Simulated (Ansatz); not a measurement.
# Si: the cost of one run

Method: DFT PBE, scalar-relativistic, plane waves, PAW, in Ansatz 0.2.0.

## 1. The system as given

Symmetry: C2/m, No. 12, monoclinic system. The conventional cell has a = 13.829 Å, b = 3.846 Å, c = 6.333 Å, α = 90.00°, β = 96.77°, γ = 90.00°. Around Si (site symmetry m) lie 4 Si at 2.34 to 2.38 Å. Around Si (site symmetry m) lie 4 Si at 2.38 to 2.41 Å. Around Si (site symmetry m) lie 4 Si at 2.32 to 2.34 Å. Si (site symmetry m) has 4 Si at 2.32 to 2.41 Å as nearest neighbours.

Structure file:

```
CELL_PARAMETERS angstrom
0.00000 -7.69186 0.00000
6.16740 1.92297 6.28881
-7.66113 1.92297 6.28881
ATOMIC_POSITIONS crystal
Si 0.21849 0.49251 0.38145
Si 0.46849 0.99251 0.88145
Si 0.71849 0.49251 0.38145
Si 0.96849 0.99251 0.88145
Si 0.03151 0.00749 0.11855
Si 0.28151 0.50749 0.61855
Si 0.53151 0.00749 0.11855
Si 0.78151 0.50749 0.61855
Si 0.16335 0.88570 0.76770
Si 0.66335 0.88570 0.76770
Si 0.41335 0.38570 0.26770
Si 0.91335 0.38570 0.26770
Si 0.08665 0.61430 0.73230
Si 0.58665 0.61430 0.73230
Si 0.33665 0.11430 0.23230
Si 0.83665 0.11430 0.23230
Si 0.01433 0.24140 0.81591
Si 0.51433 0.24140 0.81591
Si 0.26433 0.74140 0.31591
Si 0.76433 0.74140 0.31591
Si 0.23567 0.25860 0.68409
Si 0.73567 0.25860 0.68409
Si 0.48567 0.75860 0.18409
Si 0.98567 0.75860 0.18409
Si 0.14639 0.01990 0.56568
Si 0.64639 0.01990 0.56568
Si 0.39639 0.51990 0.06568
Si 0.89639 0.51990 0.06568
Si 0.10361 0.48010 0.93432
Si 0.60361 0.48010 0.93432
Si 0.35361 0.98010 0.43432
Si 0.85361 0.98010 0.43432
```

The runs take a perfect supercell of 32 atoms; the defect goes to fractional position (0.218, 0.492, 0.382).

## 2. The perfect supercell

Input file input.yaml:

```yaml
crystal:
  lattice:
    - [-1.0e-06, -7.691861, 0.0]
    - [6.1674, 1.922965, 6.288814]
    - [-7.661131, 1.922965, 6.288814]
  atoms:
    - { symbol: Si, position: [0.218491, 0.492512, 0.381452] }
    - { symbol: Si, position: [0.468491, 0.992512, 0.881452] }
    - { symbol: Si, position: [0.718491, 0.492512, 0.381452] }
    - { symbol: Si, position: [0.968491, 0.992512, 0.881452] }
    - { symbol: Si, position: [0.031509, 0.007488, 0.118548] }
    - { symbol: Si, position: [0.281509, 0.507488, 0.618548] }
    - { symbol: Si, position: [0.531509, 0.007488, 0.118548] }
    - { symbol: Si, position: [0.781509, 0.507488, 0.618548] }
    - { symbol: Si, position: [0.163349, 0.885698, 0.767698] }
    - { symbol: Si, position: [0.663349, 0.885698, 0.767698] }
    - { symbol: Si, position: [0.413349, 0.385698, 0.267698] }
    - { symbol: Si, position: [0.913349, 0.385698, 0.267698] }
    - { symbol: Si, position: [0.086651, 0.614302, 0.732302] }
    - { symbol: Si, position: [0.586651, 0.614302, 0.732302] }
    - { symbol: Si, position: [0.336651, 0.114302, 0.232302] }
    - { symbol: Si, position: [0.836651, 0.114302, 0.232302] }
    - { symbol: Si, position: [0.014327, 0.241397, 0.815911] }
    - { symbol: Si, position: [0.514327, 0.241397, 0.815911] }
    - { symbol: Si, position: [0.264327, 0.741397, 0.315911] }
    - { symbol: Si, position: [0.764327, 0.741397, 0.315911] }
    - { symbol: Si, position: [0.235673, 0.258603, 0.684089] }
    - { symbol: Si, position: [0.735673, 0.258603, 0.684089] }
    - { symbol: Si, position: [0.485673, 0.758603, 0.184089] }
    - { symbol: Si, position: [0.985673, 0.758603, 0.184089] }
    - { symbol: Si, position: [0.146394, 0.019898, 0.565679] }
    - { symbol: Si, position: [0.646394, 0.019898, 0.565679] }
    - { symbol: Si, position: [0.396394, 0.519898, 0.065679] }
    - { symbol: Si, position: [0.896394, 0.519898, 0.065679] }
    - { symbol: Si, position: [0.103606, 0.480102, 0.934321] }
    - { symbol: Si, position: [0.603606, 0.480102, 0.934321] }
    - { symbol: Si, position: [0.353606, 0.980102, 0.434321] }
    - { symbol: Si, position: [0.853606, 0.980102, 0.434321] }
basis:
  ecutwfc: 420
  fft_grid_basis: typed
kpoints:
  mp_grid: { grid: [2, 2, 1] }
hamiltonian:
  xc: pbe
  pseudopotentials: { kind: paw }
scf:
  occupations: { method: gaussian, width: 0.05 }
output:
  forces: true
  stress: false
  eigenvalues: true
  bader: false
  write_density: true
  volumetric_format: npy
```

On the command line:

```console
ansatz run input.yaml --threads 4 --pin off --max-ram 10240MiB --backend cpu --events-out ev --progress --plain --runs-dir out
```

**Question.** How long does this run take on 4 threads of Arm Neoverse V1, shared host, and how much memory does it need?

About 3.8 s, with a peak of 1.7 GiB.
